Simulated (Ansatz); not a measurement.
TaN: density of states with PBEsol+U

Crystal: TaN.

```
Ta N
1.0
     0.00000    2.21132    2.21132
     2.21132    0.00000    2.21132
     2.21132    2.21132    0.00000
Ta N
1 1
Direct
  0.50000 0.50000 0.50000
  0.00000 0.00000 0.00000
```

The cell comes from a database or a generator and needn't be the stable form of this composition.

```yaml
Program: Ansatz 0.2.0
Task: density of states
Functional: PBEsol
Potentials_or_basis: all-electron LAPW, scalar-relativistic
Cutoff: 355 eV (chosen from the basis error)
Basis_error_allowed: 0.001 eV/atom
k_mesh: 10 × 10 × 10
Occupations: fermi-dirac, width 0.05 eV
Spin: no spin polarisation
Hubbard_terms: Ta d U = 8 eV
```

* Pressure: -2.4 GPa
* Band gap on the k mesh: none (metal or under the smearing width)

Levels at points of the mesh, in eV from the Fermi level:
```tsv
k point	band 21	band 22	band 23	band 24	band 25	band 26	band 27	band 28	band 29	band 30
(0.00, 0.00, 0.00)	-18.81	-3.79	-3.79	-3.79	-2.11	-2.11	-2.11	1.11	1.27	1.27
(0.00, 0.00, -0.50)	-15.73	-10.37	-7.01	-7.01	1.81	1.81	1.86	3.29	8.10	8.10
(0.00, -0.50, -0.50)	-16.82	-6.82	-5.37	-4.67	-4.67	3.25	3.36	3.36	4.90	6.14
```

States per cell in windows of 1 eV (zero at the Fermi level; states under -8 eV left out):
```
from (eV)  total
     -8.0   0.61
     -7.0   2.89
     -6.0   1.01
     -5.0   0.19
     -4.0   0.21
     -3.0   0.41
     -2.0   0.62
     -1.0   0.78
      0.0   0.90
      1.0   1.66
      2.0   1.57
      3.0   1.01
      4.0   1.33
      5.0   0.95
      6.0   0.75
```

Wall time 17 s on 1 thread of Arm Neoverse V1, with other jobs on the host, peak memory 0.36 GiB.

Caveat: U is the effective U less J, on atomic orbitals that reach past the spheres; U without spin polarisation on a metal has little footing. Spin-orbit coupling is left out, which matters for the levels of Ta.
